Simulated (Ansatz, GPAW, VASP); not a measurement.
**One calculation of Cs, 3 ways**

```xyz
1
Lattice="-3.1285 3.1285 3.1285 3.1285 -3.1285 3.1285 3.1285 3.1285 -3.1285" Properties=species:S:1:pos:R:3 pbc="T T T"
Cs    0.0000    0.0000    0.0000
```

Alike in all runs: task single point; functional PBE; k mesh 6 × 6 × 6; occupations gaussian, width 0.02 eV; no spin polarisation; no spin-orbit coupling. Pressure is positive in compression and, in plane waves, holds the error of the finite cutoff.

```
                        program and potentials  plane-wave cutoff (eV)  notes  band gap (eV)  pressure (GPa)
Ansatz, all-electron LAPW, scalar-relativistic                       -      -         no gap           -0.07
 VASP, PBE PAW files Cs_sv, release 54, 520 eV                     520      -         no gap           -0.07
    GPAW, GPAW PAW data sets (gpaw-data 1.2.1)                     600      -         no gap           -0.07
```

None finds a gap. All agree on the pressure.

The functional is the same throughout but for its coding, so the spread measures potentials, basis and numerics; runs on potential files found faulty are left out.
